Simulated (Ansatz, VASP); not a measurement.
RuS2 in VASP and in Ansatz

Contents of INCAR:

```
SYSTEM = RuS2
PREC = Accurate
ENCUT = 520
EDIFF = 1E-6
ISMEAR = 0
SIGMA = 0.05
LREAL = .FALSE.
LASPH = .TRUE.
NELM = 100
ALGO = Normal
ISIF = 2
LWAVE = .FALSE.
LCHARG = .FALSE.
ISPIN = 2
MAGMOM = 1 -0.5 0 0 0 0
LORBIT = 11
LMAXMIX = 4
LDAU = .TRUE.
LDAUTYPE = 2
LDAUL = 2 -1
LDAUU = 4 0
LDAUJ = 0 0
LDAUPRINT = 1
METAGGA = R2SCAN
LMIXTAU = .TRUE.
NBANDS = 39
```

The input KPOINTS:

```
Automatic mesh
0
G
  6 6 2
  0 0 0
```

Contents of POSCAR:

```
RuS2
1.0
    3.5211794000      0.0000000000      0.0000000000
   -1.7605897000      3.0494308100      0.0000000000
    0.0000000000      0.0000000000     11.3607863800
Ru S
2 4
Direct
    0.0000000000      0.0000000000      0.0000000000
    0.0000000000      0.0000000000      0.5000000000
    0.3333333333      0.6666666667      0.1260000000
    0.3333333333      0.6666666667      0.6260000000
    0.6666666667      0.3333333333      0.3740000000
    0.6666666667      0.3333333333      0.8740000000
```

The input input.yaml:

```yaml
crystal:
  lattice:
    - [3.5211794, 0.0, 0.0]
    - [-1.7605897, 3.04943081, 0.0]
    - [0.0, 0.0, 11.36078638]
  atoms:
    - { symbol: Ru, position: [0.0, 0.0, 0.0], spin: 1.0 }
    - { symbol: Ru, position: [0.0, 0.0, 0.5], spin: -0.5 }
    - { symbol: S, position: [0.3333333333, 0.6666666667, 0.126] }
    - { symbol: S, position: [0.3333333333, 0.6666666667, 0.626] }
    - { symbol: S, position: [0.6666666667, 0.3333333333, 0.374] }
    - { symbol: S, position: [0.6666666667, 0.3333333333, 0.874] }
hamiltonian:
  xc: r2scan
  pseudopotentials: { kind: paw }
  hubbard: { sites: [{ species: Ru, l: d, u_eff: 4.0 }] }
magnetization:
  spin_polarized: true
kpoints:
  mp_grid: { grid: [6, 6, 2] }
scf:
  occupations: { method: gaussian, width: 0.05 }
output:
  forces: true
  stress: true
  eigenvalues: true
```

The cell comes from a database or a generator and needn't be the stable form of this composition.

Alike in both runs: task single point; functional r2SCAN; k mesh 6 × 6 × 2; occupations gaussian, width 0.05 eV; collinear spin, ferrimagnetic start; Hubbard terms Ru d U = 4 eV.

```csv
,VASP,Ansatz
version,VASP 6.6.1,Ansatz 0.2.0
potentials or method,"VASP PAW PBE potentials, release 64 (Ru_pv, S)",Ansatz PAW
plane-wave cutoff (eV),520,500
valence electrons in the cell,52,56
```

```csv
,VASP,Ansatz,Ansatz less VASP
gap on the k mesh at the Fermi level (eV),0.88,0.38,-0.508
least direct gap on the mesh (eV),0.88,0.38,-0.508
pressure (GPa),-6.3,-5.4,+0.91
largest component of the traceless stress (GPa),0.91,1.35,+0.435
rms of the force components (eV/Å),0.541,0.509,-0.0327
net moment per atom (μB),0.00,0.00,0.000
size of the moment on the site where the two differ most (μB),1.97,1.76,-0.206
```

Site moments also hang on the region over which each program counts them. The programs project onto different local orbitals, so the same U acts differently. Atom by atom the forces differ by 0.047 eV/Å (rms over components). The two sets of potentials don't hold the same shells in valence.

Caveats: the PAW data sets were made with another functional, which shifts forces and pressure a little (VASP); the magnetic or orbital state may not be the lowest (Ansatz); the PAW data sets come from PBE, with cores solved anew for the run's functional, which leaves a small shift of forces and pressure (Ansatz); forces of over 1 eV/Å show positions far from the minimum, so gaps and moduli don't describe the material at rest (Ansatz). A k mesh can miss the band edges. The state reached can hang on the start; a lower one may exist.
